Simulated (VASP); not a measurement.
Runs of VASP 6.6.1 on CaO. The structure is cubic, space group Pm-3m (No. 221). The conventional cell has a = 2.762 Å, b = 2.762 Å, c = 2.762 Å, α = 90.00°, β = 90.00°, γ = 90.00°. Ca (site symmetry m-3m) has 8 O at 2.39 Å as nearest neighbours. O (site symmetry m-3m) has 8 Ca at 2.39 Å as nearest neighbours. The cell was built by a generator and needn't be a form met in nature.

```tsv
cell	target pressure	gap on the mesh (eV)	pressure (GPa)
relaxed to 12 GPa	12 GPa	(b)	12.0
relaxed to 50 GPa	50 GPa	2.56	50.0
relaxed to 0.0001 GPa	0.0001 GPa	2.77	0.0
relaxed to 30 GPa	30 GPa	2.65	30.0
relaxed to 100 GPa	100 GPa	(a)	100.0
relaxed to 75 GPa	75 GPa	2.44	75.0
```

Alike in all rows: task relaxation of cell and atoms; level PBE; potentials or basis VASP PAW PBE potentials, release 64 (Ca_sv, O); no spin polarisation; k mesh 8 × 8 × 8; cutoff (eV) 520; smearing gaussian 0.1 eV.

Fill in the values left out.

(a) 2.32; (b) 2.73.

Caveats: the cell is relaxed towards a set pressure, so the enthalpy falls and the energy may rise; the relaxation stopped at its first step, so nothing moved (some runs).

A k mesh can miss the band edges.
